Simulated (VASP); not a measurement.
The system is BeTe.

```
Be Te
1.0
     0.00000    2.77000    2.77000
     2.77000    0.00000    2.77000
     2.77000    2.77000    0.00000
Be Te
1 1
Direct
  0.00000 0.00000 0.00000
  0.25000 0.25000 0.25000
```

- Program: VASP 6.6.1
- Task: relaxation of cell and atoms
- Functional: PBE
- Potentials or basis: VASP PAW PBE potentials, release 64 (Be, Te)
- Cutoff: 600 eV
- k mesh: 8 × 8 × 8
- Occupations: gaussian, width 0.02 eV
- Spin: no spin polarisation

At the start: pressure 4.5 GPa; volume 21.25 Å³/atom.

**Question.** How do energy, volume and symmetry change on relaxing?

**Answer.** Over 3 steps the energy falls by 19.8 meV/atom and the volume is 22.76 Å³/atom (+7.1 %); space group F-43m (No. 216, to 0.05 Å).

Step by step:
| step | energy change (eV) | largest force (eV/Å) | pressure (GPa) | volume (Å³) |
| --- | --- | --- | --- | --- |
| 1 | 0.0000 | 0.0000 | 4.45 | 42.51 |
| 2 | -0.0377 | 0.0000 | -0.85 | 46.25 |
| 3 | -0.0396 | 0.0000 | 0.01 | 45.52 |

Final structure:
```yaml
crystal:
  lattice:
    - [0.00000, 2.83396, 2.83396]
    - [2.83396, 0.00000, 2.83396]
    - [2.83396, 2.83396, 0.00000]
  atoms:
    - { symbol: Be, position: [0.00000, 0.00000, 0.00000] }
    - { symbol: Te, position: [0.25000, 0.25000, 0.25000] }
```
